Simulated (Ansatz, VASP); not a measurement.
# One calculation of Tl, two programs

```xyz
1
Lattice="0.0000 2.1212 2.1212 2.1212 0.0000 2.1212 2.1212 2.1212 0.0000" Properties=species:S:1:pos:R:3 pbc="T T T"
Tl    0.0000    0.0000    0.0000
```

Change from the starting cell: volume scaled by 0.9405, crystal datasets.

Alike in both runs: task electric field gradients; functional PBE; k mesh 14 × 14 × 14; occupations fermi-dirac, width 0.05 eV; no spin polarisation.

|  | VASP | Ansatz |
| --- | --- | --- |
| version | VASP 6.6.1 | Ansatz 0.2.0 |
| potentials or method | VASP PAW PBE potentials, release 64 (Tl_d), cutoff 520 eV | all-electron PAW with datasets made for the crystal, scalar-relativistic |

Ansatz gave:

```
pressure (GPa)                                                 : 50.8
Vzz of the field gradient on the site that differs most (V/Å²) : 0.0
```

Task: Which values does VASP return?

Result: Pressure (GPa): 50.7; Vzz of the field gradient on the site that differs most (V/Å²): 0.0.

Ansatz ran all-electron here, so the differences hold the error of VASP's frozen core and of both bases. Ansatz warned: «gradients_without_spin_orbit».

Caveats: so large a pressure means that the cell lies far from this level's equilibrium, or that cutoff or potentials fall short (VASP). Spin-orbit coupling is left out, which matters for the levels of Tl.
